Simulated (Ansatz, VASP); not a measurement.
# Pb: VASP beside Ansatz

File INCAR:

```
ALGO = Normal ; EDIFF = 1E-6
ENCUT = 520 ; ISIF = 2
ISMEAR = -1 ; LASPH = T
LCHARG = T ; LELF = T
LREAL = F ; LVHAR = T
LWAVE = F ; NBANDS = 21
NELM = 100 ; PREC = Accurate
SIGMA = 0.1
```

File KPOINTS:

```
k-points
0
Gamma
  9 9 9
```

File POSCAR:

```
Pb
1.0
    0.0000000000      3.3201036058      3.3201036058
    3.3201036058      0.0000000000      3.3201036058
    3.3201036058      3.3201036058      0.0000000000
Pb
2
Direct
    0.1250000000      0.1250000000      0.1250000000
    0.8750000000      0.8750000000      0.8750000000
```

Input for Ansatz:

```yaml
crystal:
  lattice:
    - [0.0, 3.3201036058, 3.3201036058]
    - [3.3201036058, 0.0, 3.3201036058]
    - [3.3201036058, 3.3201036058, 0.0]
  atoms:
    - { symbol: Pb, position: [0.125, 0.125, 0.125] }
    - { symbol: Pb, position: [0.875, 0.875, 0.875] }
hamiltonian:
  xc: lda
  pseudopotentials:
    kind: paw
    azcp:
      Pb: "pseudopotentials/Pb.paw.azcp"
basis:
  ecutwfc: 420
  fft_grid_basis: typed
kpoints:
  mp_grid: { grid: [9, 9, 9], shift: [0, 0, 0] }
magnetization:
  spin_polarized: false
scf:
  occupations: { method: fermi_dirac, width: 0.1 }
  lower_state_search: "off"
output:
  stress: true
  write_density: true
  write_potential: true
  elf: true
  volumetric_format: npy
```

Alike in both runs: task single point; functional LDA; k mesh 9 × 9 × 9; occupations fermi-dirac, width 0.1 eV; no spin polarisation.

```csv
,VASP,Ansatz
version,VASP 6.6.1,Ansatz 0.2.0
potentials or method,"VASP PAW LDA potentials, release 64 (Pb_d)","plane waves (420 eV) with PAW, scalar-relativistic"
plane-wave cutoff (eV),520,420
valence electrons in the cell,28,28
```

|  | VASP | Ansatz | Ansatz less VASP |
| --- | --- | --- | --- |
| pressure (GPa) | 3.4 | 3.4 | +0.02 |

Ansatz warned: «pseudo_functional_mismatch».

The runs have no spin-orbit coupling, so splittings on Pb are missing.
